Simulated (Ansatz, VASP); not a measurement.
**Bi: VASP beside Ansatz**

```
CELL_PARAMETERS angstrom
-1.92199 1.92199 2.04087
1.92199 -1.92199 2.04087
1.92199 1.92199 -2.04087
ATOMIC_POSITIONS crystal
Bi 0.00000 0.00000 0.00000
```

Change from the starting cell: strain -0.030 along x and y, +0.030 along z, atoms carried along.

Alike in both runs: task single point; functional LDA; k mesh 18 × 18 × 18; occupations gaussian, width 0.15 eV; no spin polarisation.

|  | VASP | Ansatz |
| --- | --- | --- |
| version | VASP 6.6.1 | Ansatz 0.2.0 |
| potentials or method | VASP PAW LDA potentials, release 64 (Bi_d) | scalar-relativistic, plane waves, PAW |
| plane-wave cutoff (eV) | 520 | 420 |
| valence electrons in the cell | 15 | 15 |

|  | VASP | Ansatz | Ansatz less VASP |
| --- | --- | --- | --- |
| gap on the k mesh at the Fermi level (eV) | none | none | - |
| pressure (GPa) | -1.5 | -1.6 | -0.10 |
| largest component of the traceless stress (GPa) | 0.39 | 0.39 | -0.002 |

A gap of «none» marks a metal or a gap that the smearing closes.

Caveats: spin-orbit coupling is left out, which moves the levels of the heavy elements.
